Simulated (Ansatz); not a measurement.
**N under changes of volume**

One of the cells (22.292 Å³/atom); the others are scaled copies at fixed shape and fractional positions:

```
CELL_PARAMETERS angstrom
4.08406 0.00000 0.00000
0.00000 4.08406 0.00000
0.00000 0.00000 5.34591
ATOMIC_POSITIONS crystal
N 0.40428 0.59572 0.50000
N 0.09572 0.09572 0.00000
N 0.59572 0.40428 0.50000
N 0.90428 0.90428 0.00000
```

```yaml
Program: Ansatz 0.2.0
Functional: PBE
Potentials_or_basis: Ansatz PAW
Cutoff: "420 eV (not typed: the program's choice for these potentials)"
k_mesh: 7 × 7 × 5
Occupations: fermi-dirac, width 0.05 eV
Spin: no spin polarisation
```

```tsv
volume (Å³/atom)	energy over the lowest point (meV/atom)	pressure (GPa)	gap on the mesh (eV)	largest force (eV/Å)
20.954	17.41	4.6	7.08	2.747
21.400	7.08	2.8	7.04	1.563
21.846	1.40	1.3	6.99	0.456
22.292	0.00	-0.2	6.95	0.580
22.738	2.43	-1.5	6.90	1.549
23.184	8.34	-2.7	6.86	2.457
23.629	?	?	?	?
```

Q: What does the run at 23.629 Å³/atom give?

A: Energy over the lowest point 17.51 meV/atom; pressure -3.8 GPa; gap on the mesh 6.81 eV; largest force 3.309 eV/Å.

Worked out: A Birch-Murnaghan fit of order 3 (a polynomial in V^(-2/3)) to the other rows has its minimum at 22.23 Å³/atom with B0 = V·E''(V) = 70 GPa and B' = 3.9 at fixed shape and positions, which overstates the stiffness. It gives 17.39 meV/atom at 23.629 Å³/atom, against the run's 17.51, and -dE/dV = -3.8 GPa, against -3.8. A straight line through the other rows of the gap, of slope -2.2 eV per unit of ln V, extrapolates to 6.82 eV, against the run's 6.81.

Energies are extrapolated to zero smearing.

Caveats: odd divisions of the mesh miss points on the zone boundary, where band edges often lie, so the gap on the mesh can be too wide; forces of over 1 eV/Å show positions far from the minimum, so gaps and moduli don't describe the material at rest (some runs).

A mesh can miss the band edges.
